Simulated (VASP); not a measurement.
# InP (F-43m) in VASP: notebook

Runs on InP. Level: LDA. Tasks: single point.

Everything below comes from runs of VASP 6.6.1. Logs are shortened: lines on timing, memory, paths and dates and some standing lists are left out, and cuts for length are marked.

**1. The undisturbed crystal**

It takes space group F-43m (No. 216, cubic). The conventional cell has a = 5.861 Å, b = 5.861 Å, c = 5.861 Å, α = 90.00°, β = 90.00°, γ = 90.00°. In (site symmetry -43m) has 4 P at 2.54 Å as nearest neighbours. P (site symmetry -43m) is surrounded by 4 In at 2.54 Å.

**2. Single point, LDA (grid = ENCUT=280 dk=0.45 cell=2x2x2 ISMEAR=0 SIGMA=0.05 LREAL=Auto EDIFF=1e-06)**

INCAR reads:

```
SYSTEM = InP
PREC = Accurate
ENCUT = 280
EDIFF = 1E-6
ISMEAR = 0
SIGMA = 0.05
LREAL = Auto
LASPH = .TRUE.
NELM = 120
ALGO = Fast
ISIF = 2
LWAVE = .FALSE.
LCHARG = .FALSE.
NBANDS = 80
```

KPOINTS reads:

```
regular mesh
0
G
  3 3 3
  0 0 0
```

POSCAR reads:

```
InP
1.0
    0.0000000000      5.8610000000      5.8610000000
    5.8610000000      0.0000000000      5.8610000000
    5.8610000000      5.8610000000      0.0000000000
In P
8 8
Direct
    0.0000000000      0.0000000000      0.0000000000
    0.0000000000      0.0000000000      0.5000000000
    0.0000000000      0.5000000000      0.0000000000
    0.0000000000      0.5000000000      0.5000000000
    0.5000000000      0.0000000000      0.0000000000
    0.5000000000      0.0000000000      0.5000000000
    0.5000000000      0.5000000000      0.0000000000
    0.5000000000      0.5000000000      0.5000000000
    0.3750000000      0.3750000000      0.3750000000
    0.3750000000      0.3750000000      0.8750000000
    0.3750000000      0.8750000000      0.3750000000
    0.3750000000      0.8750000000      0.8750000000
    0.8750000000      0.3750000000      0.3750000000
    0.8750000000      0.3750000000      0.8750000000
    0.8750000000      0.8750000000      0.3750000000
    0.8750000000      0.8750000000      0.8750000000
```

Potentials or basis: VASP PAW LDA potentials, release 64 (In_d, P).

Launch:

```sh
$ cat potpaw_LDA.64/In_d/POTCAR potpaw_LDA.64/P/POTCAR > POTCAR
$ mpirun -np 1 vasp_std > vasp.out
```

OUTCAR:

```text
SYSTEM = InP
   PREC = Accurate
   ENCUT = 280
   EDIFF = 1E-6
   ISMEAR = 0
   LREAL = Auto
   LASPH = .TRUE.
   NELM = 120
   ISIF = 2

 Found      4 irreducible k-points:

 Following reciprocal coordinates:
            Coordinates               Weight
  0.000000  0.000000  0.000000      1.000000
  0.333333  0.000000  0.000000      8.000000
  0.333333  0.333333  0.000000      6.000000
 -0.333333  0.333333  0.000000     12.000000
   k-points           NKPTS =      4   k-points in BZ     NKDIM =      4   number of bands    NBANDS=     80
   number of dos      NEDOS =    301   number of ions     NIONS =     16
   total plane-waves  NPLWV = 110592
   dimension x,y,z NGX =    48 NGY =   48 NGZ =   48
   dimension x,y,z NGXF=    96 NGYF=   96 NGZF=   96
   ions per type =               8   8
   NGX,Y,Z   is equivalent  to a cutoff of   9.63,  9.63,  9.63 a.u.
   NGXF,Y,Z  is equivalent  to a cutoff of  19.25, 19.25, 19.25 a.u.
 SYSTEM =  InP
   PREC   = accura    normal or accurate (medium, high low for compatibility)
   ISTART =      0    job   : 0-new  1-cont  2-samecut
   ICHARG =      2    charge: 1-file 2-atom 10-const
   ISPIN  =      1    spin polarized calculation?
   LNONCOLLINEAR =      F non collinear calculations
   LSORBIT =      F    spin-orbit coupling
   LASPH  =      T    aspherical Exc in radial PAW
   ENCUT  =  280.0 eV  20.58 Ry    4.54 a.u.  11.31 11.31 11.31*2*pi/ulx,y,z
   NELM   =    120;   NELMIN=  2; NELMDL= -5     # of ELM steps
   EDIFF  = 0.1E-05   stopping-criterion for ELM
   LREAL  =      T    real-space projection
   EDIFFG = 0.1E-04   stopping-criterion for IOM
   NSW    =      0    number of steps for IOM
   IBRION =     -1    ionic relax: 0-MD 1-quasi-New 2-CG
   NFREE  =      0    steps in history (QN), initial steepest desc. (CG)
   ISIF   =      2    stress and relaxation
   ISYM   =      2    0-nonsym 1-usesym 2-fastsym
   POTIM  = 0.5000    time-step for ionic-motion
   TEBEG  =    0.0;   TEEND  =   0.0 temperature during run
   PSTRESS=    0.0 pullay stress
   NELECT =     144.0000    total number of electrons
   NUPDOWN=      -1.0000    fix difference up-down
   EMIN   =  10.00;   EMAX   =-10.00  energy-range for DOS
   EFERMI =   0.00;   METHOD = LEGACY
   ISMEAR =     0;   SIGMA  =   0.05  broadening in eV -4-tet -1-fermi 0-gaus
   EFERMI_NEDOS =   21; number of points for ismear=-14 and -15
   IALGO  =     68    algorithm
   IMIX   =      4    mixing-type and parameters
     AMIX     =   0.40;   BMIX     =  1.00
     AMIX_MAG =   1.60;   BMIX_MAG =  1.00
  volume/ion in A,a.u.               =      25.17       169.83
  Fermi-wavevector in a.u.,A,eV,Ry     =   1.162021  2.195901 18.371846  1.350293
  Thomas-Fermi vector in A             =   2.298587
   LORBIT       =      0    0 simple, 1 ext, 2 COOP (PROOUT), +10 PAW based schemes
   GGA     = CA    functional components
   LHFCALC =     F    Hartree Fock is set to
   AEXX    =    0.0000 exact exchange contribution
   IVDW    =     0    specifies the selected vdW correction
   LEPSILON=     F    determine dielectric tensor
   LRPA    =     F    only Hartree local field effects (RPA)
 non-spin polarized calculation
 RMM-DIIS sequential band-by-band and
 Gauss-broadening in eV      SIGMA  =   0.05
  energy-cutoff  :      280.00
  volume of cell :      402.67
 maximum number of plane-waves:      4304
 NGX is ok and might be reduce to    48
   NGX = 23   NGY = 23   NGZ = 23

 number of electron     144.0000188 magnetization

 Free energy of the ion-electron system (eV)
  ---------------------------------------------------
  ext. energy  EPLUGINS =         0.00000000
  ---------------------------------------------------
  free energy    TOTEN  =       -77.23208163 eV

  energy without entropy =      -77.23208163  energy(sigma->0) =      -77.23208163

 E-fermi :   5.2516     XC(G=0):  -9.6098

 val. band max:        5.0185383437   @ k =   0.0000   0.0000   0.0000
 cond. band min:       5.5218722274   @ k =   0.0000   0.0000   0.0000
 fundamental gap:      0.5033338837
 Fermi energy:         5.2515849295

 k-point     1 :       0.0000    0.0000    0.0000
  band No.  band energies     occupation
      1      -9.3393      2.00000
      2      -9.3393      2.00000
      3      -9.3393      2.00000
      4      -9.2727      2.00000
      5      -9.2727      2.00000
      6      -9.2727      2.00000
[... 72 lines left out ...]
     79       6.6106      0.00000
     80       6.6107      0.00000

 k-point     2 :       0.3333    0.0000    0.0000
  band No.  band energies     occupation
      1      -9.3159      2.00000
      2      -9.3159      2.00000
      3      -9.3159      2.00000
      4      -9.2803      2.00000
      5      -9.2803      2.00000
      6      -9.2803      2.00000
[... 72 lines left out ...]
     79       7.4623      0.00000
     80       7.4632      0.00000

 k-point     3 :       0.3333    0.3333    0.0000
  band No.  band energies     occupation
      1      -9.3145      2.00000
      2      -9.3145      2.00000
      3      -9.2993      2.00000
      4      -9.2680      2.00000
      5      -9.2680      2.00000
      6      -9.2680      2.00000
[... 72 lines left out ...]
     79       7.7306      0.00000
     80       8.1493      0.00000

 k-point     4 :      -0.3333    0.3333    0.0000
  band No.  band energies     occupation
      1      -9.2960      2.00000
      2      -9.2949      2.00000
      3      -9.2949      2.00000
      4      -9.2854      2.00000
      5      -9.2854      2.00000
      6      -9.2540      2.00000
[... 72 lines left out ...]
     79       8.5894      0.00000
     80       8.6321      0.00000

------------------------ aborting loop because EDIFF is reached ----------------------------------------

  FORCE on cell =-STRESS in cart. coord.  units (eV):
  Direction    XX          YY          ZZ          XY          YZ          ZX
  --------------------------------------------------------------------------------------
  -------------------------------------------------------------------------------------
  Total       -3.4000345     -3.4000345     -3.4000345      0.0000000     -0.0000000     -0.0000000
  in kB      -13.5284720    -13.5284720    -13.5284720      0.0000000     -0.0000000     -0.0000000
  external PRESSURE =     -13.5284720 kB  Pullay stress =       0.0000000 kB

 VOLUME and BASIS-vectors are now :
 -----------------------------------------------------------------------------
  energy-cutoff  :      280.00
  volume of cell :      402.67
      direct lattice vectors                 reciprocal lattice vectors
     0.000000000  5.861000000  5.861000000    -0.085309674  0.085309674  0.085309674
     5.861000000  0.000000000  5.861000000     0.085309674 -0.085309674  0.085309674
     5.861000000  5.861000000  0.000000000     0.085309674  0.085309674 -0.085309674

 POSITION                                       TOTAL-FORCE (eV/Angst)
 -----------------------------------------------------------------------------------
      0.00000      0.00000      0.00000         0.000000      0.000000     -0.000000
      2.93050      2.93050      0.00000         0.000000     -0.000000     -0.000000
      2.93050      0.00000      2.93050         0.000000      0.000000     -0.000000
      5.86100      2.93050      2.93050         0.000000      0.000000     -0.000000
      0.00000      2.93050      2.93050         0.000000      0.000000     -0.000000
      2.93050      5.86100      2.93050         0.000000      0.000000     -0.000000
[... 8 lines left out ...]
      7.32625      7.32625     10.25675        -0.000000     -0.000000      0.000000
     10.25675     10.25675     10.25675        -0.000000     -0.000000      0.000000
 -----------------------------------------------------------------------------------
    total drift:                               -0.000018     -0.000018     -0.000019

  FREE ENERGIE OF THE ION-ELECTRON SYSTEM (eV)
  ---------------------------------------------------
  free  energy   TOTEN  =       -77.2320816302 eV

  energy  without entropy=      -77.2320816302  energy(sigma->0) =      -77.23208163
```

Wall time 79 s (1 thread of Intel Xeon 6975P-C (Granite Rapids), shared host); peak memory 0.25 GiB.

The run converged, but some of its settings lie outside the range that counts as converged, so its numbers aren't taken as properties of the crystal.

What came out:

```yaml
Free_energy: -77.2321 eV
Band_gap_on_the_k_mesh: 0.50 eV
```

Caveat: the cutoff is under 1.25 times the usual one of these potentials, so pressure, stress and relaxed cells hold a basis-set (Pulay) error; spin-orbit coupling is left out, which moves the levels of the heavy elements.

**3. Single point, LDA (grid = ENCUT=340 dk=0.45 cell=2x2x2 ISMEAR=0 SIGMA=0.05 LREAL=Auto EDIFF=1e-06)**

INCAR: that of step 2 with these lines changed.

```diff
@@ -2,3 +2,3 @@
 PREC = Accurate
-ENCUT = 280
+ENCUT = 340
 EDIFF = 1E-6
```

KPOINTS is that of step 2.

POSCAR is that of step 2.

Potentials or basis: VASP PAW LDA potentials, release 64 (In_d, P).

Launch:

```sh
$ cat potpaw_LDA.64/In_d/POTCAR potpaw_LDA.64/P/POTCAR > POTCAR
$ mpirun -np 1 vasp_std > vasp.out
```

It took 1.8 min on 1 thread of Intel Xeon 6975P-C (Granite Rapids), shared host; peak memory 0.28 GiB.

The run converged, but some of its settings lie outside the range that counts as converged, so its numbers aren't taken as properties of the crystal.

What came out:

- Free energy: -77.2446 eV
- Pressure: -1.5 GPa
- Band gap on the k mesh: 0.51 eV

Caveat: spin-orbit coupling is left out, which moves the levels of the heavy elements.

**4. For comparison**

An earlier run on the cell as given: functional PBEsol; potentials or basis VASP PAW PBE potentials, release 64 (In_d, P); cutoff 520 eV; k mesh 8 × 8 × 8; occupations fermi-dirac, width 0.05 eV; no spin polarisation.

* Pressure: 0.6 GPa
* Band gap on the k mesh: 0.61 eV, direct
